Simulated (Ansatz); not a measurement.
The system is TaSi2.

```
Ta Si
1.0
     4.78000    0.00000    0.00000
    -2.39000    4.13960    0.00000
     0.00000    0.00000    6.56400
Ta Si
3 6
Cartesian
  -1.1950 2.0698 1.0940
  1.1950 2.0698 5.4700
  2.3900 0.0000 3.2820
  1.1949 0.6899 1.0940
  -1.1951 3.4497 5.4700
  2.3900 2.7599 3.2820
  1.1951 3.4497 1.0940
  3.5851 0.6899 5.4700
  0.0000 1.3797 3.2820
```

- Program: Ansatz 0.2.0
- Task: relaxation of cell and atoms
- Functional: r2SCAN
- Potentials or basis: Ansatz PAW
- Cutoff: 500 eV (not typed: the program's choice for these potentials)
- k mesh: 7 × 7 × 4
- Occupations: fermi-dirac, width 0.05 eV
- Spin: no spin polarisation

At the start: volume 14.43 Å³/atom.

Problem. How do energy, volume and symmetry change on relaxing?

Solution. It ends after 6 steps and the volume is 14.40 Å³/atom (-0.2 %); space group P6_222 (No. 180, to 0.05 Å).

Step by step:
```
step  energy change (eV)  largest force (eV/Å)  volume (Å³)
   1              0.0000                0.8348       129.88
   2             -0.1574                0.1945       129.70
   3             -0.1709                0.0159       129.77
   4             -0.1715                0.0039       129.56
   5             -0.1715                0.0003       129.60
   6             -0.1715                0.0003       129.60
```

Final structure:
```
CELL_PARAMETERS angstrom
4.77326 0.00000 0.00000
-2.38663 4.13376 0.00000
0.00000 0.00000 6.56814
ATOMIC_POSITIONS crystal
Ta 0.00000 0.50000 0.16667
Ta 0.50000 0.50000 0.83333
Ta 0.50000 0.00000 0.50000
Si 0.31748 0.15874 0.16667
Si 0.15874 0.84126 0.83333
Si 0.84126 0.68252 0.50000
Si 0.68252 0.84126 0.16667
Si 0.84126 0.15874 0.83333
Si 0.15874 0.31748 0.50000
```

Caveat: the plane-wave basis is chosen anew once the cell has moved, so the energies of steps on either side of that aren't comparable; the PAW data sets come from PBE, with cores solved anew for the run's functional, which leaves a small shift of forces and pressure.
